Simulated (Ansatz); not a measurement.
## BeTe (F-43m) at 3 levels of theory

One geometry, relaxed with PBE; plane waves with PAW potentials in Ansatz, scalar-relativistic. No spin polarisation. Gaps are the least over mesh and band path; pressure is positive in compression, and isn't given for hybrids.

```
Be Te
1.0
     0.00000    2.83180    2.83180
     2.83180    0.00000    2.83180
     2.83180    2.83180    0.00000
Be Te
1 1
Direct
  0.50000 0.50000 0.50000
  0.75000 0.75000 0.75000
```

```csv
level,cutoff (eV),k mesh,gap (eV),pressure (GPa)
PBE,420,8×8×8,2.03,0.0
r2SCAN,500,8×8×8,2.38,-0.2
HSE06,420,6×6×6,2.70,-
```

Spin-orbit coupling matters for the bands of heavy elements and is left out.

The cell was reached from a generator's guess, though it ends in a space group that the Crystallography Open Database lists for this formula.
